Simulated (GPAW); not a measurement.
# TiAl (P-6m2) in GPAW: a series of runs

Runs on TiAl. Level: PBEsol. Tasks: relaxation of cell and atoms.

Program: GPAW 26.7.0. These are calculated values, not measurements. Logs are shortened: lines on timing, memory, paths and dates and some standing lists are left out, and cuts for length are marked. The log counts tension as positive stress, the text compression.

## Step 1: The crystal as given

The structure is hexagonal, space group P-6m2 (No. 187). The conventional cell has a = 2.867 Å, b = 2.867 Å, c = 4.678 Å, α = 90.00°, β = 90.00°, γ = 120.00°. Around Ti (site symmetry -6m2) lie 6 Al at 2.87 Å and 6 Ti at 2.87 Å. Al (site symmetry -6m2) is surrounded by 6 Ti at 2.87 Å and 6 Al at 2.87 Å.

The cell comes from a database or a generator and needn't be the stable form of this composition.

## Step 2: Relaxation of cell and atoms, PBEsol, target pressure 5 GPa, at which the enthalpy is minimised

Contents of run.py:

```python
from ase import Atoms
from ase.filters import FrechetCellFilter
from ase.io import write
from ase.optimize import BFGS
from ase.units import GPa
from gpaw import GPAW, PW, setup_paths

setup_paths.insert(0, '.')

atoms = Atoms(['Ti', 'Al'],
              cell=[[2.8672622327, 0.0, 0.0],
                    [-1.4336311163, 2.4831219328, 0.0],
                    [0.0, 0.0, 4.678083]],
              scaled_positions=[[0.0, 0.0, 0.0],
                                [0.3333333333, 0.6666666667, 0.5]],
              pbc=True)

calc = GPAW(mode=PW(600),
            xc='PBEsol',
            kpts={'size': (9, 9, 5), 'gamma': True},
            occupations={'name': 'fermi-dirac', 'width': 0.05},
            nbands=17,
            convergence={'density': 1e-05, 'forces': 0.0001},
            maxiter=150,
            txt='gpaw.txt')
atoms.calc = calc
opt = BFGS(FrechetCellFilter(atoms, scalar_pressure=5 * GPa), trajectory='relax.traj', logfile='-')
done = opt.run(fmax=0.02, steps=60)
calc.write('gs.gpw')
write('result.traj', atoms)
print('Converged:', done)
print('Cell:', atoms.cell.cellpar().round(4))
print('Volume:', round(atoms.get_volume(), 4))
print(atoms.get_scaled_positions().round(5))
```

Potentials or basis: PAW data sets generated in the run's folder for this functional, pw.

Run with:

```
$ gpaw-setup -f PBEsol Al Ti
$ OMP_NUM_THREADS=1 python run.py
```

gpaw.txt:

```text
__  _  _
 | _ |_)|_||  |
 |__||  | ||/\| - 26.7.0

Input parameters:
  mode=PW(ecut=600.0),
  convergence={'density': 1e-05, 'forces': 0.0001},
  kpts=MonkhorstPack(size=(9, 9, 5), gamma=True),
  maxiter=150,
  nbands=17,
  occupations=Occupations(name='fermi-dirac', width=0.05),
  xc=XC(name='PBEsol')

Diagonalizing LCAO Hamiltonian
Converting LCAO to pw mode

        Al

       Ti

Atoms  # Å, Bohr magnetons
|   | symbol |         x |        y |        z |    initial magnetic moments |
|---|--------|-----------|----------|----------|-----------------------------|
| 0 |     Ti |  0.000000 | 0.000000 | 0.000000 | ( 0.0000,  0.0000,  0.0000) |
| 1 |     Al | -0.000000 | 1.655415 | 2.339041 | ( 0.0000,  0.0000,  0.0000) |

Unit cell  # Å
| periodic |         x |        y |        z |  lengths |     angles |
|----------|-----------|----------|----------|----------|------------|
|      yes |  2.867262 | 0.000000 | 0.000000 | 2.867262 |  90.000000 |
|      yes | -1.433631 | 2.483122 | 0.000000 | 2.867262 |  90.000000 |
|      yes |  0.000000 | 0.000000 | 4.678083 | 4.678083 | 120.000000 |

Number of symmetries: 12
Symmetry operations  # r_c * U_cc + t_c -> r_c
|    | kind |            matrix            |
|----|------|------------------------------|
|  0 |  σ   |  1, 1, 0,  0,-1, 0,  0, 0, 1 |
|  1 |  C2  |  1, 1, 0,  0,-1, 0,  0, 0,-1 |
|  2 |  E   |  1, 0, 0,  0, 1, 0,  0, 0, 1 |
|  3 |  σ   |  1, 0, 0,  0, 1, 0,  0, 0,-1 |
|  4 |  C3  |  0, 1, 0, -1,-1, 0,  0, 0, 1 |
|  5 |  S3  |  0, 1, 0, -1,-1, 0,  0, 0,-1 |
|  6 |  σ   |  0,-1, 0, -1, 0, 0,  0, 0, 1 |
|  7 |  C2  |  0,-1, 0, -1, 0, 0,  0, 0,-1 |
|  8 |  σ   | -1, 0, 0,  1, 1, 0,  0, 0, 1 |
|  9 |  C2  | -1, 0, 0,  1, 1, 0,  0, 0,-1 |
| 10 |  C3  | -1,-1, 0,  1, 0, 0,  0, 0, 1 |
| 11 |  S3  | -1,-1, 0,  1, 0, 0,  0, 0,-1 |
[... 169 lines left out ...]
|------------|---------------|-----------|
|          0 |       -48.784 |     2.000 |
|          1 |       -25.240 |     2.000 |
|          2 |       -24.796 |     2.000 |
|          3 |       -24.796 |     2.000 |
|          4 |        -1.486 |     2.000 |
|          5 |         5.168 |     2.000 |
|          6 |         5.609 |     2.000 |
|          7 |         8.768 |     0.000 |
|          8 |         8.768 |     0.000 |
|          9 |        10.243 |     0.000 |
|         10 |        10.243 |     0.000 |
|         11 |        11.365 |     0.000 |
|         12 |        20.318 |     0.000 |
|         13 |        20.318 |     0.000 |
|         14 |        21.009 |     0.000 |
|        ... |               |           |
|         16 |        21.527 |     0.000 |

No gap
No difference between direct/indirect transitions

Stress tensor  # eV/Ang^3
|         x |         y |        z |
|-----------|-----------|----------|
|  0.017554 | -0.000000 | 0.000000 |
| -0.000000 |  0.017554 | 0.000000 |
|  0.000000 |  0.000000 | 0.021938 |

Forces  # eV/Ang
|        x |       y |       z |
|----------|---------|---------|
|  0.00000 | 0.00000 | 0.00000 |  # Ti   0
| -0.00000 | 0.00000 | 0.00000 |  # Al   1

Interpolating wave functions to new cell

        Al

       Ti

Atoms  # Å, Bohr magnetons
|   | symbol |         x |        y |        z |    initial magnetic moments |
|---|--------|-----------|----------|----------|-----------------------------|
| 0 |     Ti |  0.000000 | 0.000000 | 0.000000 | ( 0.0000,  0.0000,  0.0000) |
| 1 |     Al | -0.000000 | 1.645840 | 2.324301 | ( 0.0000,  0.0000,  0.0000) |

Unit cell  # Å
| periodic |         x |        y |        z |  lengths |     angles |
|----------|-----------|----------|----------|----------|------------|
|      yes |  2.850679 | 0.000000 | 0.000000 | 2.850679 |  90.000000 |
|      yes | -1.425340 | 2.468761 | 0.000000 | 2.850679 |  90.000000 |
|      yes |  0.000000 | 0.000000 | 4.648602 | 4.648602 | 120.000000 |

Number of symmetries: 12
Symmetry operations  # r_c * U_cc + t_c -> r_c
|    | kind |            matrix            |
|----|------|------------------------------|
|  0 |  σ   |  1, 1, 0,  0,-1, 0,  0, 0, 1 |
|  1 |  C2  |  1, 1, 0,  0,-1, 0,  0, 0,-1 |
|  2 |  E   |  1, 0, 0,  0, 1, 0,  0, 0, 1 |
|  3 |  σ   |  1, 0, 0,  0, 1, 0,  0, 0,-1 |
|  4 |  C3  |  0, 1, 0, -1,-1, 0,  0, 0, 1 |
|  5 |  S3  |  0, 1, 0, -1,-1, 0,  0, 0,-1 |
|  6 |  σ   |  0,-1, 0, -1, 0, 0,  0, 0, 1 |
|  7 |  C2  |  0,-1, 0, -1, 0, 0,  0, 0,-1 |
|  8 |  σ   | -1, 0, 0,  1, 1, 0,  0, 0, 1 |
|  9 |  C2  | -1, 0, 0,  1, 1, 0,  0, 0,-1 |
| 10 |  C3  | -1,-1, 0,  1, 0, 0,  0, 0, 1 |
| 11 |  S3  | -1,-1, 0,  1, 0, 0,  0, 0,-1 |
[... 168 lines left out ...]
|------------|---------------|-----------|
|          0 |       -48.562 |     2.000 |
|          1 |       -25.023 |     2.000 |
|          2 |       -24.560 |     2.000 |
|          3 |       -24.560 |     2.000 |
|          4 |        -1.394 |     2.000 |
|          5 |         5.330 |     2.000 |
|          6 |         5.782 |     2.000 |
|          7 |         8.969 |     0.000 |
|          8 |         8.969 |     0.000 |
|          9 |        10.483 |     0.000 |
|         10 |        10.483 |     0.000 |
|         11 |        11.641 |     0.000 |
|         12 |        20.630 |     0.000 |
|         13 |        20.630 |     0.000 |
|         14 |        21.384 |     0.000 |
|        ... |               |           |
|         16 |        21.840 |     0.000 |

No gap
No difference between direct/indirect transitions

Stress tensor  # eV/Ang^3
|         x |         y |        z |
|-----------|-----------|----------|
|  0.006672 | -0.000000 | 0.000000 |
| -0.000000 |  0.006672 | 0.000000 |
|  0.000000 |  0.000000 | 0.008479 |

Forces  # eV/Ang
|        x |        y |       z |
|----------|----------|---------|
|  0.00000 |  0.00000 | 0.00000 |  # Ti   0
| -0.00000 | -0.00000 | 0.00000 |  # Al   1

Interpolating wave functions to new cell

        Al

       Ti

Atoms  # Å, Bohr magnetons
|   | symbol |         x |        y |         z |    initial magnetic moments |
|---|--------|-----------|----------|-----------|-----------------------------|
| 0 |     Ti |  0.000000 | 0.000000 | -0.000000 | ( 0.0000,  0.0000,  0.0000) |
| 1 |     Al | -0.000000 | 1.616696 |  2.281196 | ( 0.0000,  0.0000,  0.0000) |

Unit cell  # Å
| periodic |         x |        y |        z |  lengths |     angles |
|----------|-----------|----------|----------|----------|------------|
|      yes |  2.800200 | 0.000000 | 0.000000 | 2.800200 |  90.000000 |
|      yes | -1.400100 | 2.425044 | 0.000000 | 2.800200 |  90.000000 |
|      yes |  0.000000 | 0.000000 | 4.562391 | 4.562391 | 120.000000 |
[... 223 lines left out ...]
        Al

       Ti

Atoms  # Å, Bohr magnetons
|   | symbol |         x |        y |         z |    initial magnetic moments |
|---|--------|-----------|----------|-----------|-----------------------------|
| 0 |     Ti |  0.000000 | 0.000000 | -0.000000 | ( 0.0000,  0.0000,  0.0000) |
| 1 |     Al | -0.000000 | 1.617993 |  2.284851 | ( 0.0000,  0.0000,  0.0000) |

Unit cell  # Å
| periodic |         x |        y |         z |  lengths |     angles |
|----------|-----------|----------|-----------|----------|------------|
|      yes |  2.802446 | 0.000000 | -0.000000 | 2.802446 |  90.000000 |
|      yes | -1.401223 | 2.426989 | -0.000000 | 2.802446 |  90.000000 |
|      yes |  0.000000 | 0.000000 |  4.569702 | 4.569702 | 120.000000 |

Number of symmetries: 12
Symmetry operations  # r_c * U_cc + t_c -> r_c
|    | kind |            matrix            |
|----|------|------------------------------|
|  0 |  σ   |  1, 1, 0,  0,-1, 0,  0, 0, 1 |
|  1 |  C2  |  1, 1, 0,  0,-1, 0,  0, 0,-1 |
|  2 |  E   |  1, 0, 0,  0, 1, 0,  0, 0, 1 |
|  3 |  σ   |  1, 0, 0,  0, 1, 0,  0, 0,-1 |
|  4 |  C3  |  0, 1, 0, -1,-1, 0,  0, 0, 1 |
|  5 |  S3  |  0, 1, 0, -1,-1, 0,  0, 0,-1 |
|  6 |  σ   |  0,-1, 0, -1, 0, 0,  0, 0, 1 |
|  7 |  C2  |  0,-1, 0, -1, 0, 0,  0, 0,-1 |
|  8 |  σ   | -1, 0, 0,  1, 1, 0,  0, 0, 1 |
|  9 |  C2  | -1, 0, 0,  1, 1, 0,  0, 0,-1 |
| 10 |  C3  | -1,-1, 0,  1, 0, 0,  0, 0, 1 |
| 11 |  S3  | -1,-1, 0,  1, 0, 0,  0, 0,-1 |
[... 422 lines left out ...]
No gap
No difference between direct/indirect transitions

Stress tensor  # eV/Ang^3
|         x |         y |         z |
|-----------|-----------|-----------|
| -0.028676 |  0.000000 |  0.000000 |
|  0.000000 | -0.028676 |  0.000000 |
|  0.000000 |  0.000000 | -0.033754 |

Forces  # eV/Ang
|       x |       y |       z |
|---------|---------|---------|
| 0.00000 | 0.00000 | 0.00000 |  # Ti   0
| 0.00000 | 0.00000 | 0.00000 |  # Al   1

Interpolating wave functions to new cell

        Al

       Ti

Atoms  # Å, Bohr magnetons
|   | symbol |         x |        y |         z |    initial magnetic moments |
|---|--------|-----------|----------|-----------|-----------------------------|
| 0 |     Ti |  0.000000 | 0.000000 | -0.000000 | ( 0.0000,  0.0000,  0.0000) |
| 1 |     Al | -0.000000 | 1.615364 |  2.294103 | ( 0.0000,  0.0000,  0.0000) |

Unit cell  # Å
| periodic |         x |         y |         z |  lengths |     angles |
|----------|-----------|-----------|-----------|----------|------------|
|      yes |  2.797892 | -0.000000 | -0.000000 | 2.797892 |  90.000000 |
|      yes | -1.398946 |  2.423046 | -0.000000 | 2.797892 |  90.000000 |
|      yes |  0.000000 |  0.000000 |  4.588205 | 4.588205 | 120.000000 |
[... 203 lines left out ...]
No gap
No difference between direct/indirect transitions

Stress tensor  # eV/Ang^3
|         x |         y |         z |
|-----------|-----------|-----------|
| -0.029396 |  0.000000 |  0.000000 |
|  0.000000 | -0.029396 |  0.000000 |
|  0.000000 |  0.000000 | -0.030513 |

Forces  # eV/Ang
|       x |        y |       z |
|---------|----------|---------|
| 0.00000 |  0.00000 | 0.00000 |  # Ti   0
| 0.00000 | -0.00000 | 0.00000 |  # Al   1

Interpolating wave functions to new cell

        Al

       Ti

Atoms  # Å, Bohr magnetons
|   | symbol |         x |        y |         z |    initial magnetic moments |
|---|--------|-----------|----------|-----------|-----------------------------|
| 0 |     Ti |  0.000000 | 0.000000 | -0.000000 | ( 0.0000,  0.0000,  0.0000) |
| 1 |     Al | -0.000000 | 1.613963 |  2.295479 | ( 0.0000,  0.0000,  0.0000) |

Unit cell  # Å
| periodic |         x |         y |         z |  lengths |     angles |
|----------|-----------|-----------|-----------|----------|------------|
|      yes |  2.795465 | -0.000000 | -0.000000 | 2.795465 |  90.000000 |
|      yes | -1.397733 |  2.420944 | -0.000000 | 2.795465 |  90.000000 |
|      yes |  0.000000 |  0.000000 |  4.590959 | 4.590959 | 120.000000 |
[... 203 lines left out ...]
No gap
No difference between direct/indirect transitions

Stress tensor  # eV/Ang^3
|         x |         y |         z |
|-----------|-----------|-----------|
| -0.030562 |  0.000000 |  0.000000 |
|  0.000000 | -0.030562 |  0.000000 |
|  0.000000 |  0.000000 | -0.030518 |

Forces  # eV/Ang
|       x |        y |       z |
|---------|----------|---------|
| 0.00000 | -0.00000 | 0.00000 |  # Ti   0
| 0.00000 |  0.00000 | 0.00000 |  # Al   1

# Writing to gs.gpw (mode='')
```

It took 84 s on 1 thread of Intel Xeon Platinum 8259CL at 2.50GHz (Skylake/Cascade Lake), shared host; peak memory 0.22 GiB.

What came out:

```
Free energy                                            : -11.7476 eV
Relaxed volume                                         : 15.54 Å³/atom
Relaxed cell                                           : a = 2.795 Å, b = 2.795 Å, c = 4.591 Å, α = 90.00°, β = 90.00°, γ = 120.00°
Space group after relaxing (to 0.05 Å)                 : P-6m2 (No. 187)
Energy change on relaxing (the enthalpy is what falls) : +7.5 meV/atom
Ionic steps                                            : 7
Pressure after relaxing                                : 4.9 GPa
Band gap on the k mesh                                 : none (metal or under the smearing width)
```

The path:
```csv
step,energy change (eV),largest force (eV/Å),pressure (GPa),volume (Å³)
1,0.0000,0.0000,-3.05,33.31
2,-0.0064,0.0000,-1.17,32.72
3,0.0193,0.0000,5.41,30.98
4,0.0156,0.0000,4.97,31.08
5,0.0148,0.0000,4.87,31.10
6,0.0140,0.0000,4.77,31.11
7,0.0149,0.0000,4.89,31.07
```

Final structure:
```
Ti Al
1.0
     2.79547    0.00000    0.00000
    -1.39773    2.42094    0.00000
     0.00000    0.00000    4.59096
Ti Al
1 1
Direct
  0.00000 0.00000 0.00000
  0.33333 0.66667 0.50000
```

Caveat: later steps reuse the first step's grids.

## Step 3: Relaxation of cell and atoms, PBEsol, target pressure 10 GPa, at which the enthalpy is minimised

run.py: that of step 2 with these lines changed.

```diff
@@ -26,3 +26,3 @@
 atoms.calc = calc
-opt = BFGS(FrechetCellFilter(atoms, scalar_pressure=5 * GPa), trajectory='relax.traj', logfile='-')
+opt = BFGS(FrechetCellFilter(atoms, scalar_pressure=10 * GPa), trajectory='relax.traj', logfile='-')
 done = opt.run(fmax=0.02, steps=60)
```

Potentials or basis: PAW data sets generated in the run's folder for this functional, pw.

Run with:

```
$ gpaw-setup -f PBEsol Al Ti
$ OMP_NUM_THREADS=1 python run.py
```

It took 85 s on 1 thread of Intel Xeon Platinum 8259CL at 2.50GHz (Skylake/Cascade Lake), shared host; peak memory 0.22 GiB.

Results (log left out):

```yaml
Free_energy: -11.6933 eV
Relaxed_volume: 14.98 Å³/atom
Relaxed_cell: a = 2.757 Å, b = 2.757 Å, c = 4.551 Å, α = 90.00°, β = 90.00°, γ = 120.00°
Space_group_after_relaxing_to_0.05_Å: P-6m2 (No. 187)
Energy_change_on_relaxing_the_enthalpy_is_what_falls: +33.9 meV/atom
Ionic_steps: 7
Pressure_after_relaxing: 9.9 GPa
Band_gap_on_the_k_mesh: none (metal or under the smearing width)
```

Step by step:
| step | energy change (eV) | largest force (eV/Å) | pressure (GPa) | volume (Å³) |
| --- | --- | --- | --- | --- |
| 1 | 0.0000 | 0.0000 | -3.05 | 33.31 |
| 2 | -0.0067 | 0.0000 | 0.07 | 32.35 |
| 3 | 0.0824 | 0.0000 | 11.00 | 29.79 |
| 4 | 0.0680 | 0.0000 | 9.94 | 30.00 |
| 5 | 0.0660 | 0.0000 | 9.79 | 30.02 |
| 6 | 0.0652 | 0.0000 | 9.71 | 30.00 |
| 7 | 0.0678 | 0.0000 | 9.91 | 29.96 |

Final structure:
```
CELL_PARAMETERS angstrom
2.75709 0.00000 0.00000
-1.37855 2.38771 0.00000
0.00000 0.00000 4.55144
ATOMIC_POSITIONS crystal
Ti 0.00000 0.00000 0.00000
Al 0.33333 0.66667 0.50000
```

Levels at points of the mesh, in eV from the Fermi level:
```csv
k point,band 3,band 4,band 5,band 6,band 7,band 8,band 9,band 10,band 11,band 12
"(0.00, 0.00, 0.00)",-31.92,-31.92,-9.54,-2.48,-2.04,1.41,1.41,3.16,3.16,4.26
```

Caveat: later steps reuse the first step's grids.

[end of part 1 of 2]
